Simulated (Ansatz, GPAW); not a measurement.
This is a calculation of Mo for GPAW 26.7.0 (ASE script). The given cell was strained at random by a few per cent at fixed volume. 

File run.py:

```python
from ase import Atoms
from ase.dft.bandgap import bandgap
from ase.io import write
from ase.units import GPa
from gpaw import GPAW, PW, setup_paths

setup_paths.insert(0, '.')

atoms = Atoms(['Mo'],
              cell=[[-1.594389, 1.591296, 1.584536],
                    [1.612386, -1.54306, 1.554296],
                    [1.606588, 1.555258, -1.536299]],
              scaled_positions=[[-0.004893, -0.028505, -0.027978]],
              pbc=True)

calc = GPAW(mode=PW(600),
            xc='PBEsol',
            kpts={'size': (12, 12, 12), 'gamma': True},
            occupations={'name': 'fermi-dirac', 'width': 0.05},
            nbands=16,
            convergence={'density': 1e-05, 'energy': 1e-05},
            maxiter=150,
            txt='gpaw.txt')
atoms.calc = calc
energy = atoms.get_potential_energy()
forces = atoms.get_forces()
stress = atoms.get_stress()
calc.write('gs.gpw')
write('result.traj', atoms)
print(f'Energy: {energy:.6f} eV')
print('Forces (eV/A):')
print(forces.round(4))
print('Stress (GPa):', (stress / GPa).round(3))
print('Fermi level:', round(calc.get_fermi_level(), 4), 'eV')
print(f'Gap: {bandgap(calc)[0]:.4f} eV, direct: {bandgap(calc, direct=True)[0]:.4f} eV')
```

Potentials or basis: PAW data sets generated in the run's folder for this functional, pw.

Run with:

```sh
$ gpaw-setup -f PBEsol Mo
$ OMP_NUM_THREADS=1 python run.py
```

Problem. Set up the same calculation for Ansatz 0.2.0. Potentials or basis there: Ansatz PAW, cutoff 420 eV.

Solution. As run (cutoffs and basis follow the program's own potentials, and thresholds, step limits or extra output files can differ):

The input input.yaml:

```yaml
crystal:
  lattice:
    - [-1.594389, 1.591296, 1.584536]
    - [1.612386, -1.54306, 1.554296]
    - [1.606588, 1.555258, -1.536299]
  atoms:
    - { symbol: Mo, position: [-0.004893, -0.028505, -0.027978] }
hamiltonian:
  xc: pbesol
  pseudopotentials: { kind: paw }
kpoints:
  mp_grid: { grid: [12, 12, 12] }
scf:
  occupations: { method: fermi_dirac, width: 0.05 }
output:
  forces: true
  stress: true
  eigenvalues: true
```

Potentials or basis: Ansatz PAW.

Command:

```sh
$ ansatz run input.yaml --threads 1 --pin off --max-ram 3584MiB --backend cpu --events-out ev --progress --plain --runs-dir out
```

Both were run:

|  | GPAW | Ansatz |
| --- | --- | --- |
| Pressure | -9.7 GPa | -9.4 GPa |
| Energy over the undisturbed cell | 12.2 meV/atom | 12.2 meV/atom |

Ansatz's pressure holds a Pulay term of +0.03 GPa for its cutoff of 420 eV, which the other run lacks.

Ansatz's potentials were made for PBE.

Where Ansatz's input types no cutoff or centring, it takes its own default and a Γ-centred mesh.

Pressure is positive in compression.
